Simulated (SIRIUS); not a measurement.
**Nb under changes of volume**

One of the cells (18.797 Å³/atom); the others are scaled copies at fixed shape and fractional positions:

```xyz
1
Lattice="-1.6750 1.6750 1.6750 1.6750 -1.6750 1.6750 1.6750 1.6750 -1.6750" Properties=species:S:1:pos:R:3 pbc="T T T"
Nb    0.0000    0.0000    0.0000
```

- Program: SIRIUS 7.10.0
- Functional: PBE
- Potentials or basis: PseudoDojo 0.4.1 PBE standard (scalar relativistic)
- Cutoff: 1127 eV
- Density cutoff: 4507 eV
- k mesh: 11 × 11 × 11
- Occupations: fermi-dirac, width 0.05 eV
- Spin: no spin polarisation

```csv
volume (Å³/atom),energy over the lowest point (meV/atom),pressure (GPa)
17.322,25.23,9.4
17.691,8.15,5.3
18.060,0.00,1.6
18.797,7.99,-5.1
19.165,22.87,-8.0
19.534,?,?
```

Task: What does the run at 19.534 Å³/atom give?

Result: Energy over the lowest point 44.17 meV/atom; pressure -10.6 GPa.

Worked out: A Birch-Murnaghan fit of order 3 (a polynomial in V^(-2/3)) to the other rows has its minimum at 18.24 Å³/atom with B0 = V·E''(V) = 172 GPa and B' = 2.8. It gives 44.38 meV/atom at 19.534 Å³/atom, against the run's 44.17, and -dE/dV = -10.7 GPa, against -10.6.

Energies are extrapolated to zero smearing.
